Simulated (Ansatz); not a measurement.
## Ge under changes of volume

One of the cells (19.607 Å³/atom); the others are scaled copies at fixed shape and fractional positions:

```
CELL_PARAMETERS angstrom
1.39715 -2.60052 0.00000
1.39715 2.60052 0.00000
0.00000 0.00000 2.69823
ATOMIC_POSITIONS crystal
Ge 0.50000 0.50000 0.00000
```

This isn't the form of Ge at room conditions, which is diamond.

| Property | Result |
| --- | --- |
| Program | Ansatz 0.2.0 |
| Functional | PBE0 |
| Potentials or basis | Ansatz PAW |
| Cutoff | 420 eV (not typed: the program's choice for these potentials) |
| k mesh | 6 × 6 × 6 |
| Occupations | fermi-dirac, width 0.05 eV |
| Spin | no spin polarisation |

| volume (Å³/atom) | energy over the lowest point (meV/atom) | pressure (GPa) |
| --- | --- | --- |
| 18.431 | 1.68 | 1.6 |
| 18.823 | 0.00 | -0.2 |
| 19.215 | 2.57 | -1.9 |
| 19.607 | 8.92 | -3.3 |
| 19.999 | 18.61 | -4.6 |
| 20.391 | ? | ? |
| 20.783 | 46.67 | -6.8 |

Problem. What does the run at 20.391 Å³/atom give?

Solution. Energy over the lowest point 31.31 meV/atom; pressure -5.8 GPa.

Worked out: A Birch-Murnaghan fit of order 3 (a polynomial in V^(-2/3)) to the other rows has its minimum at 18.77 Å³/atom with B0 = V·E''(V) = 84 GPa and B' = 4.6 at fixed shape and positions, which overstates the stiffness. It gives 31.31 meV/atom at 20.391 Å³/atom, against the run's 31.31, and -dE/dV = -5.8 GPa, against -5.8.

Energies are extrapolated to zero smearing.

Caveats: all runs use coarse meshes; the PAW data sets come from PBE, with cores solved anew for the run's functional, which leaves a small shift of forces and pressure; the thresholds are loose for stress.
